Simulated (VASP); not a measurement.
Wanted: the native input for a VASP 6.6.1 run.

| Property | Result |
| --- | --- |
| Task | band structure |
| Functional | HSE06 |
| Potentials or basis | VASP PAW PBE potentials, release 64 (Na_pv, F) |
| Cutoff | 520 eV |
| k mesh | 8 × 8 × 8 |
| Occupations | gaussian, width 0.02 eV |
| Spin | no spin polarisation |
| Grid for exact exchange (PRECFOCK) | Fast |
| Screening parameter | 0.2 1/A |
| Further INCAR settings | ALGO = Normal; EDIFF = 1e-06 |

NaF:

```
Na F
1.0
     0.00000    2.34693    2.34693
     2.34693    0.00000    2.34693
     2.34693    2.34693    0.00000
Na F
1 1
Cartesian
  2.3469 2.3469 4.6939
  2.3469 2.3469 2.3469
```

The cell was built by a generator and needn't be a form met in nature.

One way to write it, as run:

POSCAR

```
NaF                                     
1.0
    0.0000000000      2.3469338985      2.3469338985
    2.3469338985      0.0000000000      2.3469338985
    2.3469338985      2.3469338985      0.0000000000
  Na              F             
     1     1
Direct
     1.0000000000000000    1.0000000000000000    0.0000000000000000
     0.5000000000000000    0.5000000000000000    0.5000000000000000
```

INCAR.step1

```
PREC = Accurate
ENCUT = 520
EDIFF = 1E-5
ISMEAR = 0
SIGMA = 0.02
LREAL = False
LASPH = True
NELM = 60
ALGO = Normal
ISIF = 2
LWAVE = True
LCHARG = False
GGA = PE
KPAR = 4
```

INCAR.step2

```
PREC = Accurate
ENCUT = 520
EDIFF = 1E-6
ISMEAR = 0
SIGMA = 0.02
LREAL = False
LASPH = True
NELM = 60
ALGO = Normal
ISIF = 2
LWAVE = False
LCHARG = False
GGA = PE
LHFCALC = True
HFSCREEN = 0.2
PRECFOCK = Fast
ISTART = 1
KPAR = 4
```

KPOINTS

```
Automatic mesh
0
Gamma
  8 8 8
```

KPOINTS_OPT

```
path GXWKGLUWLK,UX
12
line-mode
reciprocal
 0.0000000000  0.0000000000  0.0000000000  G
 0.5000000000  0.0000000000  0.5000000000  X

 0.5000000000  0.0000000000  0.5000000000  X
 0.5000000000  0.2500000000  0.7500000000  W

 0.5000000000  0.2500000000  0.7500000000  W
 0.3750000000  0.3750000000  0.7500000000  K

 0.3750000000  0.3750000000  0.7500000000  K
 0.0000000000  0.0000000000  0.0000000000  G

 0.0000000000  0.0000000000  0.0000000000  G
 0.5000000000  0.5000000000  0.5000000000  L

 0.5000000000  0.5000000000  0.5000000000  L
 0.6250000000  0.2500000000  0.6250000000  U

 0.6250000000  0.2500000000  0.6250000000  U
 0.5000000000  0.2500000000  0.7500000000  W

 0.5000000000  0.2500000000  0.7500000000  W
 0.5000000000  0.5000000000  0.5000000000  L

 0.5000000000  0.5000000000  0.5000000000  L
 0.3750000000  0.3750000000  0.7500000000  K

 0.6250000000  0.2500000000  0.6250000000  U
 0.5000000000  0.0000000000  0.5000000000  X
```

Potentials or basis: VASP PAW PBE potentials, release 64 (Na_pv, F).

Run with:

```console
$ cat potpaw_PBE.64/Na_pv/POTCAR potpaw_PBE.64/F/POTCAR > POTCAR
$ cp INCAR.step1 INCAR
$ mpirun -np 4 vasp_std > vasp.out
$ cp INCAR.step2 INCAR
$ mpirun -np 4 vasp_std > vasp.out
```

Results of the run:

```
Pressure                : -1.6 GPa
Band gap on the k mesh  : 8.25 eV, direct
Band gap along the path : 8.25 eV, direct
```

Caveat: the PAW data sets were made with another functional, which shifts forces and pressure a little.

Run time: 12 min on 4 MPI ranks on Intel(R) Xeon(R) 6975P-C (Granite Rapids) (shared host), peak memory 0.33 GiB a rank.
